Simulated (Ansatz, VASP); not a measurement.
KF (Carobbiite) in VASP and in Ansatz

Contents of POSCAR:

```
KF
1.0
    0.0000000000      2.6720889467      2.6720889467
    2.6720889467      0.0000000000      2.6720889467
    2.6720889467      2.6720889467      0.0000000000
K F
1 1
Direct
    0.0000000000      0.0000000000      0.0000000000
    0.5000000000      0.5000000000      0.5000000000
```

The input INCAR.step1:

```
SYSTEM = KF
  PREC = Accurate
  ENCUT = 520
  ISMEAR = 0
  SIGMA = 0.01
  LREAL = .FALSE.
  LASPH = .TRUE.
  NELM = 100
  NBANDS = 15
  GGA = PE
  ALGO = Normal
  EDIFF = 1E-4
  LWAVE = .TRUE.
  LCHARG = .FALSE.
```

The input INCAR.step2:

```
SYSTEM = KF
  PREC = Accurate
  ENCUT = 520
  EDIFF = 1E-6
  ISMEAR = 0
  SIGMA = 0.01
  LREAL = .FALSE.
  LASPH = .TRUE.
  NELM = 100
  ALGO = Normal
  ISIF = 2
  LWAVE = .FALSE.
  LCHARG = .FALSE.
  METAGGA = R2SCAN
  LMIXTAU = .TRUE.
  NBANDS = 15
  ISTART = 1
```

Contents of KPOINTS:

```
Automatic mesh
0
G
  8 8 8
  0 0 0
```

Input for Ansatz:

```yaml
crystal:
  lattice:
    - [0.0, 2.67208894674, 2.67208894674]
    - [2.67208894674, 0.0, 2.67208894674]
    - [2.67208894674, 2.67208894674, 0.0]
  atoms:
    - { symbol: K, position: [0.0, 0.0, 0.0] }
    - { symbol: F, position: [0.5, 0.5, 0.5] }
kpoints:
  mp_grid: { grid: [8, 8, 8] }
scf:
  occupations: { method: fixed }
  convergence: { dr2_threshold: 1.0e-10 }
hamiltonian:
  xc: r2scan
  pseudopotentials: { kind: paw }
output:
  forces: true
  stress: true
  eigenstates:
    kpoints:
      - [0.0, 0.0, 0.0]
      - [0.0, -0.5, -0.5]
      - [-0.5, 0.0, -0.5]
      - [-0.5, -0.5, 0.0]
      - [-0.5, 0.0, 0.0]
      - [0.0, -0.5, 0.0]
      - [0.0, 0.0, -0.5]
      - [-0.5, -0.5, -0.5]
  eigenvalues: true
```

Alike in both runs: task single point; functional r2SCAN; k mesh 8 × 8 × 8; no spin polarisation.

|  | VASP | Ansatz |
| --- | --- | --- |
| version | VASP 6.6.1 | Ansatz 0.2.0 |
| potentials or method | VASP PAW PBE potentials, release 64 (K_sv, F) | PAW with Ansatz's default frozen-core files, scalar-relativistic |
| plane-wave cutoff (eV) | 520 | 500 |
| occupations | gaussian, width 0.01 eV | fixed |
| valence electrons in the cell | 16 | 16 |

```tsv
	VASP	Ansatz	Ansatz less VASP
gap on the k mesh at the Fermi level (eV)	6.83	6.83	+0.001
pressure (GPa)	-0.5	-0.5	+0.05
```

Caveats: the PAW data sets were made with another functional, which shifts forces and pressure a little (VASP). r2SCAN opens gaps a little over a GGA but as a rule still falls short of measured ones. A k mesh can miss the band edges.
